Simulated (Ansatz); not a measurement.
# Residual resistivity of an alloy: Au(111) with 4 layers of random Au-Ag, 2x2

How strongly does chemical disorder scatter in Au(111) with 4 layers of random Au-Ag, 2x2?

Method: Ansatz plane-wave DFT, PBE, PAW files; ballistic transport by layer matching (Landauer), zero bias; PAW set soft_1, in Ansatz 0.2.0.

**1. The structure**

The cell holds 40 atoms: 32 Au and 8 Ag. Its edges and angles: a = 5.768 Å, b = 5.768 Å, c = 23.605 Å, α = 93.5°, β = 86.5°, γ = 120.0°. It derives from Au. Regions: lead, 24 atoms (24 Au); scattering region, 16 atoms (8 Ag and 8 Au). The structure is stacked along c, and the current runs across the ab planes.

**2. With 4 alloy layers**

In 4 layers a share of 0.5 of the sites is given to Ag at random. The layers about the cell's end stay perfect and serve as the lead. Disorder leaves little or no symmetry, which makes such runs dear. Energies from -0.05 to 0.05 eV in steps of 0.05 eV are too few for the program's thermal sum, so it prints no conductance; for a metal the transmission near the Fermi level serves, at a fraction of the cost.

input.yaml

```yaml
crystal:
  lattice:
    - [5.7675164607, 0.0, 0.0]
    - [-2.8837582304, 4.9948157718, 0.0]
    - [1.4418791152, -0.8324692953, 23.5457873532]
  atoms:
    - { symbol: Au, position: [0.9916666667, 0.0083333333, 0.05] }
    - { symbol: Au, position: [0.9916666667, 0.5083333333, 0.05] }
    - { symbol: Au, position: [0.4916666667, 0.0083333333, 0.05] }
    - { symbol: Au, position: [0.4916666667, 0.5083333333, 0.05] }
    - { symbol: Au, position: [0.1416666667, 0.3583333333, 0.15] }
    - { symbol: Au, position: [0.1416666667, 0.8583333333, 0.15] }
    - { symbol: Au, position: [0.6416666667, 0.3583333333, 0.15] }
    - { symbol: Au, position: [0.6416666667, 0.8583333333, 0.15] }
    - { symbol: Au, position: [0.2916666667, 0.2083333333, 0.25] }
    - { symbol: Au, position: [0.2916666667, 0.7083333333, 0.25] }
    - { symbol: Au, position: [0.7916666667, 0.2083333333, 0.25] }
    - { symbol: Au, position: [0.7916666667, 0.7083333333, 0.25] }
    - { symbol: Ag, position: [0.9416666667, 0.0583333333, 0.35] }
    - { symbol: Au, position: [0.9416666667, 0.5583333333, 0.35] }
    - { symbol: Au, position: [0.4416666667, 0.0583333333, 0.35] }
    - { symbol: Au, position: [0.4416666667, 0.5583333333, 0.35] }
    - { symbol: Ag, position: [0.0916666667, 0.4083333333, 0.45] }
    - { symbol: Au, position: [0.0916666667, 0.9083333333, 0.45] }
    - { symbol: Ag, position: [0.5916666667, 0.4083333333, 0.45] }
    - { symbol: Ag, position: [0.5916666667, 0.9083333333, 0.45] }
    - { symbol: Ag, position: [0.2416666667, 0.2583333333, 0.55] }
    - { symbol: Au, position: [0.2416666667, 0.7583333333, 0.55] }
    - { symbol: Au, position: [0.7416666667, 0.2583333333, 0.55] }
    - { symbol: Au, position: [0.7416666667, 0.7583333333, 0.55] }
    - { symbol: Ag, position: [0.8916666667, 0.1083333333, 0.65] }
    - { symbol: Ag, position: [0.8916666667, 0.6083333333, 0.65] }
    - { symbol: Au, position: [0.3916666667, 0.1083333333, 0.65] }
    - { symbol: Ag, position: [0.3916666667, 0.6083333333, 0.65] }
    - { symbol: Au, position: [0.0416666667, 0.4583333333, 0.75] }
    - { symbol: Au, position: [0.0416666667, 0.9583333333, 0.75] }
    - { symbol: Au, position: [0.5416666667, 0.4583333333, 0.75] }
    - { symbol: Au, position: [0.5416666667, 0.9583333333, 0.75] }
    - { symbol: Au, position: [0.1916666667, 0.3083333333, 0.85] }
    - { symbol: Au, position: [0.1916666667, 0.8083333333, 0.85] }
    - { symbol: Au, position: [0.6916666667, 0.3083333333, 0.85] }
    - { symbol: Au, position: [0.6916666667, 0.8083333333, 0.85] }
    - { symbol: Au, position: [0.8416666667, 0.1583333333, 0.95] }
    - { symbol: Au, position: [0.8416666667, 0.6583333333, 0.95] }
    - { symbol: Au, position: [0.3416666667, 0.1583333333, 0.95] }
    - { symbol: Au, position: [0.3416666667, 0.6583333333, 0.95] }
kpoints:
  mp_grid: { grid: [5, 5, 1] }
hamiltonian:
  xc: pbe
  pseudopotentials: { kind: paw, azcp: { folder: soft_1 } }
scf:
  occupations: { method: fermi_dirac, width: 0.1 }
output:
  transmission:
    leads: [[0, 4]]
    kmesh: [10, 10]
    e_range: [-0.05, 0.05]
    de: 0.05
  write_potential: true
  write_density: true
  volumetric_format: npy
```

On the command line:

```bash
$ ansatz run input.yaml --threads 4 --pin off --max-ram 15360MiB --backend cpu --events-out ev --progress --plain --runs-dir out
```

Numbers of over 12 decimals in the logs are rounded to 6 here.

Log:

```text
Engine: ansatz 0.2.0, x86_64-unknown-linux-gnu
Pseudopotentials: kind: paw
Pseudopotential: Au, paw, valence charge 19, recommended cutoff 420 eV (normal), soft_1/Au.paw.azcp
Pseudopotential: Ag, paw, valence charge 19, recommended cutoff 420 eV (normal), soft_1/Ag.paw.azcp
Functional definition: PBE
  parameter kappa = 0.804
  parameter beta = 0.066725
  exchange = pbe_x(kappa = kappa, mu = beta*pi^2/3)
  correlation = pbe_c(beta = beta)
Crystal: 40 atoms, lattice volume = 678.300 Å³
Basis set: ecut = 420 eV, 13321 PW (Γ)
Bands: 456, of which v1, the nominal top of the filled ones, is band 380 counted from 1 (379 counted from 0)
Symmetry: 1 space group operations
Space group: P1 (ITA 1), of the structure as read, at distance tolerance 8.8e-5 Å
k-points: 13 of 25 (time reversal used)
Non-local potential: Au, projectors of the file, l = 0: 3, l = 1: 2, l = 2: 2, l = 3: 1
Non-local potential: Ag, projectors of the file, l = 0: 3, l = 1: 2, l = 2: 2, l = 3: 1
PAW form: soft (Blöchl's): semilocal exchange-correlation on the pseudo side does not see the compensation charge
PAW one-centre angular grid: Au, 590 points (default); XC on 64 Gauss nodes
PAW one-centre angular grid: Ag, 590 points (default); XC on 64 Gauss nodes
Initial density: superposition of atomic densities (chi_scale 0.1, normalization cell, long waves of neutral atoms (reshape's long-wave potential 15.62 eV rms, cloud 2.81 Å wide))
Initial wavefunctions: pseudopotential atomic-orbital guess
Functional: x = pbe(κ = 0.804, μ = 0.219515), c = pbe(β = 0.066725)
SCF iter   1: F=—  HF=-481600.537951 eV  |F-HF|=—  |Δ(HF+E_count)|=         —  Δρ=1.13e-1  dr2=3.02e2  ethr=3.10e-3  ⟨swp⟩=4.0  Hψ=17723  notcnv=0  defer=258
preconditioner: auto → Kerker (q_TF=auto, 2.781 Å⁻¹)  [metal: Δε(μ)=0.038 eV  Ē_g=10.355 eV  σ=0.100 eV  W_gap=0.09  n_scr=260 (ndim 8)  ℏωp=29.9 eV  f_vac=0.000  D(μ)=12.24/eV (n_scr^D=72)]
SCF iter   2: F=—  HF=-481576.520045 eV  |F-HF|=—  |Δ(HF+E_count)|=    2.40e1  Δρ=5.61e-2  dr2=1.42e2  ethr=3.10e-3  ⟨swp⟩=2.5  Hψ=9866  notcnv=0  defer=673
SCF iter   3: F=—  HF=-481564.884819 eV  |F-HF|=—  |Δ(HF+E_count)|=    1.16e1  Δρ=1.28e-2  dr2=2.37e1  ethr=3.10e-3  ⟨swp⟩=2.2  Hψ=8659  notcnv=0  defer=677
SCF iter   4: F=—  HF=-481563.653607 eV  |F-HF|=—  |Δ(HF+E_count)|=    1.23e0  Δρ=6.02e-3  dr2=2.70e0  ethr=3.10e-3  ⟨swp⟩=1.2  Hψ=6827  notcnv=0  defer=690
SCF iter   5: F=—  HF=-481563.511528 eV  |F-HF|=—  |Δ(HF+E_count)|=   1.42e-1  Δρ=2.61e-3  dr2=4.86e-1  ethr=3.55e-4  ⟨swp⟩=1.4  Hψ=5252  notcnv=0  defer=718
SCF iter   6: F=—  HF=-481563.500192 eV  |F-HF|=—  |Δ(HF+E_count)|=   1.13e-2  Δρ=8.97e-4  dr2=3.16e-2  ethr=6.40e-5  ⟨swp⟩=1.0  Hψ=5210  notcnv=0  defer=718
SCF iter   7: F=—  HF=-481563.499244 eV  |F-HF|=—  |Δ(HF+E_count)|=   9.48e-4  Δρ=2.81e-4  dr2=5.31e-3  ethr=4.15e-6  ⟨swp⟩=1.1  Hψ=5211  notcnv=0  defer=718
SCF iter   8: F=—  HF=-481563.498884 eV  |F-HF|=—  |Δ(HF+E_count)|=   3.60e-4  Δρ=9.13e-5  dr2=4.74e-4  ethr=6.99e-7  ⟨swp⟩=1.5  Hψ=5228  notcnv=0  defer=718
SCF iter   9: F=—  HF=-481563.498839 eV  |F-HF|=—  |Δ(HF+E_count)|=   4.47e-5  Δρ=4.52e-5  dr2=7.58e-5  ethr=6.23e-8  ⟨swp⟩=1.9  Hψ=5982  notcnv=0  defer=718
SCF iter  10: F=—  HF=-481563.499060 eV  |F-HF|=—  |Δ(HF+E_count)|=   2.21e-4  Δρ=1.77e-5  dr2=5.01e-6  ethr=9.98e-9  ⟨swp⟩=2.0  Hψ=6186  notcnv=0  defer=718
SCF iter  11: F=—  HF=-481563.499059 eV  |F-HF|=—  |Δ(HF+E_count)|=   4.69e-7  Δρ=6.17e-6  dr2=1.60e-6  ethr=6.59e-10  ⟨swp⟩=2.0  Hψ=9634  notcnv=0  defer=718
SCF iter  12: F=—  HF=-481563.499059 eV  |F-HF|=—  |Δ(HF+E_count)|=   7.67e-8  Δρ=2.41e-6  dr2=3.63e-7  ethr=2.10e-10  ⟨swp⟩=1.6  Hψ=5414  notcnv=0  defer=718
SCF iter  13: F=-481563.499059 eV  HF=-481563.499059 eV  |F-HF|=4.06e-8  |Δ(HF+E_count)|=   1.62e-8  Δρ=6.93e-7  dr2=4.25e-8  ethr=1.32e-11  ⟨swp⟩=10.5  Hψ=24949  notcnv=0
SCF 1 converged in 13 iterations: F = -481563.499059 eV  dr2 = 4.25e-8
  greatest PAW one-centre occupation: 1.001 electrons in one spin orbital (limit 2), on the Ag atom at site 16 (counted from 0), in its partial waves of l = 0
transmission: 162 of 1560 steps passed
transmission: 315 of 1560 steps passed
[...]
transmission: 1560 of 1560 steps passed
SCF converged after 13 iterations
Free energy (F): -481563.499059 eV
Harris-Foulkes:  -481563.499059 eV  (|F-HF|=4.06e-8)
Internal energy: -481563.051105 eV  (E = F + TS)
E sigma→0 (E₀):  -481563.275082 eV
Entropy (-TS):   -0.447955 eV (-11.199 meV/atom)
Fermi energy:    20.042704 eV
--- Per-component energies (eV) ---
  E_band       = -8463.500713
  E_kinetic    = 22252.938633
  E_local      = -70758.184993  (includes V_loc(G=0)·N_el)
  E_nonlocal   = 3388.351528
  E_hartree    = 31659.774786
  E_xc         = -8173.009317
  E_vxc        = -9993.052261  (∫ρ·V_xc dr)
  E_paw        = -343052.650038  (= ΣΔE_a)
  E_vpaw       = -16673.157372  (= ΣTr[D̂ρ^β])
  E_aug_tail   = 0.057972  (compensation charges beyond the density's cutoff)
  E_ewald      = -116880.329676
  E_smearing   = -0.447955  (= −TS)
  E_closure    = 0.000000  (closes the sum)
  Σ components = -481563.499059   (vs F -481563.499059, Δ=0.00e0)
--- Band table (eV; the first three rows and the last of 13) ---
  k-point 0: bands = [... 376 lower, 20.1291, 20.4944, 20.5210, 20.5773, 20.5913, 20.8089, 20.9080, 20.9979, ... 72 higher]
  k-point 1: bands = [... 376 lower, 19.6346, 19.7608, 19.8113, 19.9431, 20.0840, 20.1675, 20.3038, 20.3681, ... 72 higher]
  k-point 2: bands = [... 376 lower, 19.7959, 19.8114, 19.8658, 19.9187, 19.9792, 20.1410, 20.2055, 20.3824, ... 72 higher]
  k-point 12: bands = [... 376 lower, 18.8015, 19.5457, 19.6514, 19.9682, 20.0606, 20.1942, 20.5929, 21.5509, ... 72 higher]
--- Transmission ---
  basis      : 253 plane waves across, 30 finite elements along
  points     : 52, standing for a mesh of 10 x 10
  energies   : 3 from -0.050000 to 0.050000 eV about the Fermi level, 0.050000 eV apart; the leads are filled to 0.000000 eV, and channels, transmission and decay are at 0.000000 eV
  crystal 0  : Au4, at the sites [0, 4], period 2.3546 Å, over 14.13 Å; its Hamiltonian steps by up to 3.8 meV
    offset         : up to 0.0000 Å between an atom of the period and one for which it stands
    channels       : 3.210000e0 a spin
    conductance    : none, the energies end too early or step too widely for 300 K: set another output.transmission.e_range or a lower de, or, where they end at an eighth of basis.ecutwfc, a higher one
  junction   : crystal 0 to crystal 0, 0.70 to 21.89 Å
    transmission   : 2.992794e0 a spin
    conductance    : none, the energies end too early or step too widely for 300 K: set another output.transmission.e_range or a lower de, or, where they end at an eighth of basis.ecutwfc, a higher one
```

Elapsed: 7.7 min, on 4 threads of Intel Xeon Platinum 8375C at 2.90GHz (Ice Lake), shared host; peak memory 6.7 GiB; 27 min of CPU time.

In the SCF lines HF is the Harris–Foulkes energy and dr2 the Hartree energy of the density residual, in eV; the loop may stop once dr2 is under the threshold and the program's other checks hold. Hψ counts applications of the Hamiltonian.

This step gave:

```yaml
free_energy: -481563.4991 eV
energy_at_zero_smearing: -481563.2751 eV
fermi_energy: 20.04 eV
cell_area: 28.81 Å²
transmission_per_spin_nearest_the_fermi_level: 2.993
open_channels_per_spin_nearest_the_fermi_level: 3.21
step_of_the_lead_s_potential: 3.8 meV
```

Per spin. Table of transmission, zone mean by energy, zero at the Fermi level:

```
energy (eV)  transmission, zone mean
    -0.0500                     2.98
     0.0000                     2.99
     0.0500                     3.00
```

Per spin. The open channels, zone mean, lead stays at 3.21 for energy from -0.05 to 0.05 eV.

Transmission over k1 and k2. At 0.0000 eV from the Fermi level.

Ten even steps from '0' (2.73) to '9' (3.68):
```
1711191111
1171181111
1018181111
1001001111
8878000878
1111100100
1111181810
1111181171
1111191117
7111191111
```
Columns: k1 (b1) from -0.5 to 0.4; rows upwards: k2 (b2) from -0.5 to 0.4.

Open channels over k1 and k2. At 0.0000 eV from the Fermi level.

Ten even steps from '0' (3.00) to '9' (4.00):
```
0900090000
0090090000
0009090000
0000000000
9999000999
0000000000
0000090900
0000090090
0000090009
9000090000
```
Columns: k1 (b1) from -0.5 to 0.4; rows upwards: k2 (b2) from -0.5 to 0.4.

Over the solved energies the transmission per spin lies between 2.98 and 3.00, out of 3.21 channels of the lead on average (up to 3.21).

**3. With 8 alloy layers**

In 8 layers a share of 0.5 of the sites is given to Ag at random. A fresh draw is used; the growth of the resistance with length is what counts.

System of this step: Au(111) with 8 layers of random Au-Ag, 2x2. The cell holds 56 atoms: 40 Au and 16 Ag. Cell: a = 5.768 Å, b = 5.768 Å, c = 33.006 Å, α = 87.5°, β = 92.5°, γ = 120.0°. It derives from Au. Regions: lead, 24 atoms (24 Au); scattering region, 32 atoms (16 Au and 16 Ag). The structure is stacked along c, and the current runs across the ab planes.

input.yaml

```yaml
crystal:
  lattice:
    - [5.7675164607, 0.0, 0.0]
    - [-2.8837582304, 4.9948157718, 0.0]
    - [-1.4418791152, 0.8324692953, 32.9641022945]
  atoms:
    - { symbol: Au, position: [0.005952381, 0.994047619, 0.0357142857] }
    - { symbol: Au, position: [0.005952381, 0.494047619, 0.0357142857] }
    - { symbol: Au, position: [0.505952381, 0.994047619, 0.0357142857] }
    - { symbol: Au, position: [0.505952381, 0.494047619, 0.0357142857] }
    - { symbol: Au, position: [0.1845238095, 0.3154761905, 0.1071428571] }
    - { symbol: Au, position: [0.1845238095, 0.8154761905, 0.1071428571] }
    - { symbol: Au, position: [0.6845238095, 0.3154761905, 0.1071428571] }
    - { symbol: Au, position: [0.6845238095, 0.8154761905, 0.1071428571] }
    - { symbol: Au, position: [0.3630952381, 0.1369047619, 0.1785714286] }
    - { symbol: Au, position: [0.3630952381, 0.6369047619, 0.1785714286] }
    - { symbol: Au, position: [0.8630952381, 0.1369047619, 0.1785714286] }
    - { symbol: Au, position: [0.8630952381, 0.6369047619, 0.1785714286] }
    - { symbol: Au, position: [0.0416666667, 0.9583333333, 0.25] }
    - { symbol: Au, position: [0.0416666667, 0.4583333333, 0.25] }
    - { symbol: Au, position: [0.5416666667, 0.9583333333, 0.25] }
    - { symbol: Ag, position: [0.5416666667, 0.4583333333, 0.25] }
    - { symbol: Ag, position: [0.2202380952, 0.2797619048, 0.3214285714] }
    - { symbol: Au, position: [0.2202380952, 0.7797619048, 0.3214285714] }
    - { symbol: Ag, position: [0.7202380952, 0.2797619048, 0.3214285714] }
    - { symbol: Au, position: [0.7202380952, 0.7797619048, 0.3214285714] }
    - { symbol: Ag, position: [0.3988095238, 0.1011904762, 0.3928571429] }
    - { symbol: Ag, position: [0.3988095238, 0.6011904762, 0.3928571429] }
    - { symbol: Au, position: [0.8988095238, 0.1011904762, 0.3928571429] }
    - { symbol: Ag, position: [0.8988095238, 0.6011904762, 0.3928571429] }
    - { symbol: Au, position: [0.0773809524, 0.9226190476, 0.4642857143] }
    - { symbol: Au, position: [0.0773809524, 0.4226190476, 0.4642857143] }
    - { symbol: Au, position: [0.5773809524, 0.9226190476, 0.4642857143] }
    - { symbol: Ag, position: [0.5773809524, 0.4226190476, 0.4642857143] }
    - { symbol: Ag, position: [0.255952381, 0.244047619, 0.5357142857] }
    - { symbol: Ag, position: [0.255952381, 0.744047619, 0.5357142857] }
    - { symbol: Ag, position: [0.755952381, 0.244047619, 0.5357142857] }
    - { symbol: Ag, position: [0.755952381, 0.744047619, 0.5357142857] }
    - { symbol: Au, position: [0.4345238095, 0.0654761905, 0.6071428571] }
    - { symbol: Au, position: [0.4345238095, 0.5654761905, 0.6071428571] }
    - { symbol: Ag, position: [0.9345238095, 0.0654761905, 0.6071428571] }
    - { symbol: Ag, position: [0.9345238095, 0.5654761905, 0.6071428571] }
    - { symbol: Ag, position: [0.1130952381, 0.8869047619, 0.6785714286] }
    - { symbol: Au, position: [0.1130952381, 0.3869047619, 0.6785714286] }
    - { symbol: Au, position: [0.6130952381, 0.8869047619, 0.6785714286] }
    - { symbol: Au, position: [0.6130952381, 0.3869047619, 0.6785714286] }
    - { symbol: Au, position: [0.2916666667, 0.2083333333, 0.75] }
    - { symbol: Au, position: [0.2916666667, 0.7083333333, 0.75] }
    - { symbol: Ag, position: [0.7916666667, 0.2083333333, 0.75] }
    - { symbol: Ag, position: [0.7916666667, 0.7083333333, 0.75] }
    - { symbol: Au, position: [0.4702380952, 0.0297619048, 0.8214285714] }
    - { symbol: Au, position: [0.4702380952, 0.5297619048, 0.8214285714] }
    - { symbol: Au, position: [0.9702380952, 0.0297619048, 0.8214285714] }
    - { symbol: Au, position: [0.9702380952, 0.5297619048, 0.8214285714] }
    - { symbol: Au, position: [0.1488095238, 0.8511904762, 0.8928571429] }
    - { symbol: Au, position: [0.1488095238, 0.3511904762, 0.8928571429] }
    - { symbol: Au, position: [0.6488095238, 0.8511904762, 0.8928571429] }
    - { symbol: Au, position: [0.6488095238, 0.3511904762, 0.8928571429] }
    - { symbol: Au, position: [0.3273809524, 0.1726190476, 0.9642857143] }
    - { symbol: Au, position: [0.3273809524, 0.6726190476, 0.9642857143] }
    - { symbol: Au, position: [0.8273809524, 0.1726190476, 0.9642857143] }
    - { symbol: Au, position: [0.8273809524, 0.6726190476, 0.9642857143] }
kpoints:
  mp_grid: { grid: [5, 5, 1] }
hamiltonian:
  xc: pbe
  pseudopotentials: { kind: paw, azcp: { folder: soft_1 } }
scf:
  occupations: { method: fermi_dirac, width: 0.1 }
output:
  transmission:
    leads: [[0, 4]]
    kmesh: [10, 10]
    e_range: [-0.05, 0.05]
    de: 0.05
  write_potential: true
  write_density: true
  volumetric_format: npy
```

Log:

```text
[...]
Crystal: 56 atoms, lattice volume = 949.619 Å³
Basis set: ecut = 420 eV, 18659 PW (Γ)
Bands: 639, of which v1, the nominal top of the filled ones, is band 532 counted from 1 (531 counted from 0)
Symmetry: 1 space group operations
[...]
k-points: 13 of 25 (time reversal used)
[...]
SCF iter   1: F=—  HF=-647560.030293 eV  |F-HF|=—  |Δ(HF+E_count)|=         —  Δρ=1.26e-1  dr2=4.79e2  ethr=3.10e-3  ⟨swp⟩=4.0  Hψ=24795  notcnv=0  defer=489
[...]
SCF iter  13: F=-647498.386936 eV  HF=-647498.386936 eV  |F-HF|=7.45e-8  |Δ(HF+E_count)|=   2.47e-8  Δρ=7.26e-7  dr2=7.65e-8  ethr=9.40e-12  ⟨swp⟩=9.8  Hψ=35770  notcnv=0
SCF 1 converged in 13 iterations: F = -647498.386936 eV  dr2 = 7.65e-8
[...]
transmission: 226 of 2236 steps passed
transmission: 448 of 2236 steps passed
[...]
transmission: 2236 of 2236 steps passed
SCF converged after 13 iterations
Free energy (F): -647498.386936 eV
[...]
Internal energy: -647497.758025 eV  (E = F + TS)
E sigma→0 (E₀):  -647498.072481 eV
Entropy (-TS):   -0.628911 eV (-11.231 meV/atom)
Fermi energy:    19.744515 eV
[...]
--- Band table (eV; the first three rows and the last of 13) ---
  k-point 0: bands = [... 528 lower, 19.8987, 20.1579, 20.2352, 20.3686, 20.4209, 20.4966, 20.5086, 20.6078, ... 103 higher]
  k-point 1: bands = [... 528 lower, 19.4412, 19.5168, 19.6189, 19.7101, 19.7885, 19.8168, 19.8636, 19.9683, ... 103 higher]
  k-point 2: bands = [... 528 lower, 19.4755, 19.5395, 19.5456, 19.6372, 19.7249, 19.7902, 19.9401, 19.9963, ... 103 higher]
  k-point 12: bands = [... 528 lower, 18.9061, 18.9272, 19.2350, 19.8015, 19.9798, 20.1585, 20.2822, 20.3134, ... 103 higher]
--- Transmission ---
  basis      : 253 plane waves across, 43 finite elements along
  points     : 52, standing for a mesh of 10 x 10
[...]
channels       : 3.210000e0 a spin
[...]
junction   : crystal 0 to crystal 0, 0.70 to 31.31 Å
    transmission   : 2.856415e0 a spin
[...]
```

Run time: 12 min. Hardware: 4 threads; peak memory 8.2 GiB; 44 min of CPU time.

Numbers from this step:

- free energy: -647498.3869 eV
- energy at zero smearing: -647498.0725 eV
- Fermi energy: 19.74 eV
- transmission per spin nearest the Fermi level: 2.856
- step of the lead's potential: 3.3 meV

Per spin. Transmission, zone mean against energy, zero at the Fermi level:

```
energy (eV)  transmission, zone mean
    -0.0500                     2.84
     0.0000                     2.86
     0.0500                     2.86
```

Over the solved energies the transmission per spin lies between 2.84 and 2.86, out of 3.21 channels of the lead on average (up to 3.21).

(Continued in part 2 of 2.)

[Logs are printed without paths, hosts, clocks, repeated set-up lines and the standing remarks that a program may print on its own settings, such as how far it seeks lower states.]

[Hosts, paths, dates, database ids (printed as entryN), source tags and the programs' standing remarks are cut or masked in the printed files.]
